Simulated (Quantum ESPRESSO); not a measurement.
# black arsenene, 1 layer: a series in strain along the second axis, part 5 of 6

What law, if any, do the results for black arsenene, 1 layer follow against strain along the second axis?

Quantum ESPRESSO 7.5; plane-wave DFT, PBE, GBRV ultrasoft pseudopotentials.

So far. Step 3 (Relaxing the ions, -4 %): The relaxation lowers the energy by 1 meV an atom. Step 6 (Band structure, -4 %): Along this path the valence top lies near X and the conduction bottom at Γ.

## 9. Relaxation with pw.x, 3 %

Contents of m7.relax.in:

```
&control
  prefix = 'm7.relax'
  outdir = './out'
  pseudo_dir = './pseudo'
  nstep = 40
  forc_conv_thr = 0.0003
  calculation = 'relax'
  tstress = .true.
/
&system
  ibrav = 0
  nat = 4
  ntyp = 1
  ecutwfc = 50
  ecutrho = 250
  occupations = 'smearing'
  smearing = 'fd'
  degauss = 0.002
/
&electrons
  conv_thr = 1e-09
  mixing_beta = 0.4
  electron_maxstep = 120
  mixing_mode = 'plain'
/
&ions
/
ATOMIC_SPECIES
  As  74.9216  as_pbe_v1.uspp.F.UPF
CELL_PARAMETERS angstrom
  4.75588071800000 0.00000000000000 0.00000000000000
  0.00000000000000 3.80289509583000 0.00000000000000
  0.00000000000000 0.00000000000000 17.48000000000000
ATOMIC_POSITIONS crystal
  As  0.070991666800 0.000000000000 0.431291237100
  As  0.429148043300 0.500000000000 0.431282668500
  As  0.570851956700 0.500000000000 0.568717331500
  As  0.929008333200 0.000000000000 0.568708762900
K_POINTS automatic
  8 8 1 0 0 0
```

Started as:

```
> OMP_NUM_THREADS=1 mpirun -n 4 pw.x -nk 4 -in m7.relax.in > m7.relax.out
```

The log of the run:

```text
[banner, memory and clock lines left out]
Program PWSCF v.7.5 starts
[...]
Message from routine setup:
[...]
number of electrons       =        20.00
     number of Kohn-Sham states=           14
     kinetic-energy cutoff     =      50.0000  Ry
     charge density cutoff     =     250.0000  Ry
[...]
number of k points=    25  Fermi-Dirac smearing, width (Ry)=  0.0020
[...]
Dense  grid:   142359 G-vectors     FFT dimensions: (  45,  40, 180)
[...]
negative rho (up, down):  1.307E-04 0.000E+00
     Starting wfcs are   16 randomized atomic wfcs
[...]
negative rho (up, down):  2.451E-05 0.000E+00
[...]
estimated scf accuracy    <       0.03906282 Ry
[...]
negative rho (up, down):  6.750E-05 0.000E+00
[...]
estimated scf accuracy    <       0.01209468 Ry
[...]
negative rho (up, down):  9.271E-05 0.000E+00
[...]
estimated scf accuracy    <       0.00023845 Ry
[...]
negative rho (up, down):  1.135E-04 0.000E+00
[...]
estimated scf accuracy    <       0.00007583 Ry
[...]
negative rho (up, down):  1.262E-04 0.000E+00
[...]
estimated scf accuracy    <       0.00003295 Ry
[...]
negative rho (up, down):  1.350E-04 0.000E+00
[...]
estimated scf accuracy    <       0.00000059 Ry
[...]
negative rho (up, down):  1.402E-04 0.000E+00
[...]
estimated scf accuracy    <       0.00000049 Ry
[...]
negative rho (up, down):  1.433E-04 0.000E+00
[...]
estimated scf accuracy    <       0.00000015 Ry
[...]
negative rho (up, down):  1.453E-04 0.000E+00
[...]
estimated scf accuracy    <       0.00000009 Ry
[...]
negative rho (up, down):  1.466E-04 0.000E+00
[...]
estimated scf accuracy    <          4.6E-09 Ry
[...]
negative rho (up, down):  1.485E-04 0.000E+00
[...]
the Fermi energy is    -1.1515 ev
!    total energy              =    -161.07375336 Ry
     estimated scf accuracy    <          4.6E-11 Ry
     smearing contrib. (-TS)   =      -0.00000002 Ry
     internal energy E=F+TS    =    -161.07375334 Ry
[...]
one-electron contribution =    -220.84554819 Ry
     hartree contribution      =     114.79083928 Ry
     xc contribution           =    -125.93500772 Ry
     ewald contribution        =      70.91596328 Ry
     convergence has been achieved in  11 iterations
     negative rho (up, down):  1.485E-04 0.000E+00
[...]
Total force =     0.009919     Total SCF correction =     0.000009
[...]
negative rho (up, down):  1.485E-04 0.000E+00
[...]
negative rho (up, down):  1.494E-04 0.000E+00
[...]
negative rho (up, down):  1.490E-04 0.000E+00
[...]
estimated scf accuracy    <       0.00000178 Ry
[...]
negative rho (up, down):  1.488E-04 0.000E+00
[...]
estimated scf accuracy    <       0.00000039 Ry
[...]
negative rho (up, down):  1.488E-04 0.000E+00
[...]
estimated scf accuracy    <       0.00000003 Ry
[...]
negative rho (up, down):  1.487E-04 0.000E+00
[...]
estimated scf accuracy    <          4.1E-09 Ry
[...]
negative rho (up, down):  1.487E-04 0.000E+00
[...]
the Fermi energy is    -1.1560 ev
!    total energy              =    -161.07383838 Ry
     estimated scf accuracy    <          2.8E-10 Ry
     smearing contrib. (-TS)   =      -0.00000002 Ry
     internal energy E=F+TS    =    -161.07383837 Ry
[...]
one-electron contribution =    -220.95632565 Ry
     hartree contribution      =     114.84391774 Ry
     xc contribution           =    -125.93910203 Ry
     ewald contribution        =      70.97767157 Ry
     convergence has been achieved in   5 iterations
     negative rho (up, down):  1.487E-04 0.000E+00
[...]
Total force =     0.007226     Total SCF correction =     0.000018
[...]
negative rho (up, down):  1.487E-04 0.000E+00
[...]
negative rho (up, down):  1.497E-04 0.000E+00
[...]
negative rho (up, down):  1.493E-04 0.000E+00
[...]
estimated scf accuracy    <       0.00000219 Ry
[...]
negative rho (up, down):  1.491E-04 0.000E+00
[...]
estimated scf accuracy    <       0.00000048 Ry
[...]
negative rho (up, down):  1.490E-04 0.000E+00
[...]
estimated scf accuracy    <       0.00000004 Ry
[...]
negative rho (up, down):  1.490E-04 0.000E+00
[...]
estimated scf accuracy    <          5.3E-09 Ry
[...]
negative rho (up, down):  1.490E-04 0.000E+00
[...]
estimated scf accuracy    <          4.7E-10 Ry
[...]
negative rho (up, down):  1.490E-04 0.000E+00
[...]
estimated scf accuracy    <          1.3E-10 Ry
[...]
negative rho (up, down):  1.490E-04 0.000E+00
[...]
the Fermi energy is    -1.1611 ev
!    total energy              =    -161.07390101 Ry
     estimated scf accuracy    <          5.7E-12 Ry
     smearing contrib. (-TS)   =      -0.00000002 Ry
     internal energy E=F+TS    =    -161.07390099 Ry
[...]
one-electron contribution =    -221.09110664 Ry
     hartree contribution      =     114.90870856 Ry
     xc contribution           =    -125.94376850 Ry
     ewald contribution        =      71.05226558 Ry
     convergence has been achieved in   7 iterations
     negative rho (up, down):  1.490E-04 0.000E+00
[...]
Total force =     0.004284     Total SCF correction =     0.000003
[...]
negative rho (up, down):  1.490E-04 0.000E+00
[...]
negative rho (up, down):  1.506E-04 0.000E+00
[...]
negative rho (up, down):  1.498E-04 0.000E+00
[...]
estimated scf accuracy    <       0.00000479 Ry
[...]
negative rho (up, down):  1.496E-04 0.000E+00
[...]
estimated scf accuracy    <       0.00000105 Ry
[...]
negative rho (up, down):  1.495E-04 0.000E+00
[...]
estimated scf accuracy    <       0.00000009 Ry
[...]
negative rho (up, down):  1.495E-04 0.000E+00
[...]
estimated scf accuracy    <       0.00000001 Ry
[...]
negative rho (up, down):  1.496E-04 0.000E+00
[...]
estimated scf accuracy    <          1.6E-09 Ry
[...]
negative rho (up, down):  1.496E-04 0.000E+00
[...]
estimated scf accuracy    <          3.9E-10 Ry
[...]
negative rho (up, down):  1.496E-04 0.000E+00
[...]
estimated scf accuracy    <          1.4E-11 Ry
[...]
negative rho (up, down):  1.496E-04 0.000E+00
[...]
estimated scf accuracy    <          1.4E-11 Ry
[...]
negative rho (up, down):  1.496E-04 0.000E+00
[...]
the Fermi energy is    -1.1688 ev
!    total energy              =    -161.07393500 Ry
     estimated scf accuracy    <          1.5E-13 Ry
     smearing contrib. (-TS)   =      -0.00000002 Ry
     internal energy E=F+TS    =    -161.07393498 Ry
[...]
one-electron contribution =    -221.31004202 Ry
     hartree contribution      =     115.01427262 Ry
     xc contribution           =    -125.95082419 Ry
     ewald contribution        =      71.17265861 Ry
     convergence has been achieved in   9 iterations
     negative rho (up, down):  1.496E-04 0.000E+00
[...]
Total force =     0.000699     Total SCF correction =     0.000000
[...]
negative rho (up, down):  1.496E-04 0.000E+00
[...]
negative rho (up, down):  1.496E-04 0.000E+00
[...]
negative rho (up, down):  1.496E-04 0.000E+00
[...]
estimated scf accuracy    <          4.1E-09 Ry
[...]
negative rho (up, down):  1.497E-04 0.000E+00
[...]
estimated scf accuracy    <          1.1E-09 Ry
[...]
negative rho (up, down):  1.497E-04 0.000E+00
[...]
estimated scf accuracy    <          8.1E-11 Ry
[...]
negative rho (up, down):  1.497E-04 0.000E+00
[...]
estimated scf accuracy    <          1.2E-11 Ry
[...]
negative rho (up, down):  1.497E-04 0.000E+00
[...]
the Fermi energy is    -1.1690 ev
!    total energy              =    -161.07393541 Ry
     estimated scf accuracy    <          1.3E-12 Ry
     smearing contrib. (-TS)   =      -0.00000002 Ry
     internal energy E=F+TS    =    -161.07393539 Ry
[...]
one-electron contribution =    -221.32737207 Ry
     hartree contribution      =     115.02286150 Ry
     xc contribution           =    -125.95103641 Ry
     ewald contribution        =      71.18161159 Ry
     convergence has been achieved in   5 iterations
     negative rho (up, down):  1.497E-04 0.000E+00
[...]
Total force =     0.000488     Total SCF correction =     0.000002
[...]
negative rho (up, down):  1.497E-04 0.000E+00
[...]
```

The job ended after 2.3 min (4 MPI ranks of Arm Neoverse V1, shared host; peak memory 0.97 GiB).

Relaxation path:

```
step  energy less that of the first step (eV)  largest force (eV/Å)
   1                                   0.0000                0.1290
   2                                  -0.0012                0.0941
   3                                  -0.0020                0.0560
   4                                  -0.0025                0.0095
   5                                  -0.0025                0.0067
```

The relaxed structure:

```xyz
4
Lattice="4.7559 0.0000 0.0000 0.0000 3.8029 0.0000 0.0000 0.0000 17.4800" Properties=species:S:1:pos:R:3
As    0.3464    0.0000    7.5427
As    2.0319    1.9014    7.5427
As    2.7239    1.9014    9.9373
As    4.4095    0.0000    9.9373
```

Read from the output:

| Property | Result |
| --- | --- |
| free energy | -2191.5225 eV |
| Fermi energy | -1.169 eV |

## 10. Self-consistent run, 3 %

Contents of m7.scf.in:

```
&control
  prefix = 'm7.scf'
  outdir = './out'
  pseudo_dir = './pseudo'
  calculation = 'scf'
  tprnfor = .true.
/
&system
  ibrav = 0
  nat = 4
  ntyp = 1
  ecutwfc = 40
  ecutrho = 200
  occupations = 'smearing'
  smearing = 'fd'
  degauss = 0.002
  nbnd = 14
/
&electrons
  conv_thr = 1e-09
  mixing_beta = 0.4
  electron_maxstep = 120
  mixing_mode = 'plain'
/
ATOMIC_SPECIES
  As  74.9216  as_pbe_v1.uspp.F.UPF
CELL_PARAMETERS angstrom
  4.75588071800000 0.00000000000000 0.00000000000000
  0.00000000000000 3.80289509583000 0.00000000000000
  0.00000000000000 0.00000000000000 17.48000000000000
ATOMIC_POSITIONS crystal
  As  0.072841597400 0.000000000000 0.431505095000
  As  0.427247268200 0.500000000000 0.431506803100
  As  0.572752731800 0.500000000000 0.568493196900
  As  0.927158402600 0.000000000000 0.568494905000
K_POINTS automatic
  8 8 1 0 0 0
```

Started as:

```
> OMP_NUM_THREADS=1 mpirun -n 4 pw.x -nk 4 -in m7.scf.in > m7.scf.out
```

The log of the run:

```text
[banner, memory and clock lines left out]
Program PWSCF v.7.5 starts
[...]
Message from routine setup:
[...]
number of electrons       =        20.00
     number of Kohn-Sham states=           14
     kinetic-energy cutoff     =      40.0000  Ry
     charge density cutoff     =     200.0000  Ry
[...]
number of k points=    25  Fermi-Dirac smearing, width (Ry)=  0.0020
[...]
Dense  grid:   101877 G-vectors     FFT dimensions: (  45,  36, 150)
[...]
negative rho (up, down):  1.600E-04 0.000E+00
     Starting wfcs are   16 randomized atomic wfcs
[...]
negative rho (up, down):  2.373E-04 0.000E+00
[...]
estimated scf accuracy    <       0.03964146 Ry
[...]
negative rho (up, down):  3.409E-04 0.000E+00
[...]
estimated scf accuracy    <       0.01215938 Ry
[...]
negative rho (up, down):  3.542E-04 0.000E+00
[...]
estimated scf accuracy    <       0.00023982 Ry
[...]
negative rho (up, down):  3.620E-04 0.000E+00
[...]
estimated scf accuracy    <       0.00005779 Ry
[...]
negative rho (up, down):  3.662E-04 0.000E+00
[...]
estimated scf accuracy    <       0.00002614 Ry
[...]
negative rho (up, down):  3.709E-04 0.000E+00
[...]
estimated scf accuracy    <       0.00000054 Ry
[...]
negative rho (up, down):  3.737E-04 0.000E+00
[...]
estimated scf accuracy    <       0.00000050 Ry
[...]
negative rho (up, down):  3.756E-04 0.000E+00
[...]
estimated scf accuracy    <       0.00000007 Ry
[...]
negative rho (up, down):  3.768E-04 0.000E+00
[...]
estimated scf accuracy    <       0.00000003 Ry
[...]
negative rho (up, down):  3.776E-04 0.000E+00
[...]
estimated scf accuracy    <          2.4E-09 Ry
[...]
negative rho (up, down):  3.789E-04 0.000E+00
[...]
the Fermi energy is    -1.1691 ev
!    total energy              =    -161.07365285 Ry
     estimated scf accuracy    <          7.0E-11 Ry
     smearing contrib. (-TS)   =      -0.00000002 Ry
     internal energy E=F+TS    =    -161.07365283 Ry
[...]
one-electron contribution =    -221.32417375 Ry
     hartree contribution      =     115.02239907 Ry
     xc contribution           =    -125.95348970 Ry
     ewald contribution        =      71.18161155 Ry
     convergence has been achieved in  11 iterations
     negative rho (up, down):  3.789E-04 0.000E+00
[...]
Total force =     0.000455     Total SCF correction =     0.000017
[...]
```

Elapsed: 26 s, on 4 MPI ranks; peak memory 0.52 GiB; 1.7 min of CPU time.

This step gave:

```
free energy                          : -2191.5187 eV
valence top, on the run's zero       : -1.502 eV
conduction bottom, on the run's zero : -0.8367 eV
gap by band count                    : 0.6652 eV
```

(Part 5 of 6 ends here.)

[Logs are printed without paths, hosts, clocks, repeated set-up lines and the standing remarks that a program may print on its own settings, such as how far it seeks lower states.]

[Hosts, paths, dates, database ids (printed as entryN), source tags and the programs' standing remarks are cut or masked in the printed files.]

[Maps of the electrostatic potential energy from Ansatz leave out the sawtooth potential of an applied field or a dipole correction, so their vacuum need not be flat; planar profiles and work functions include it.]
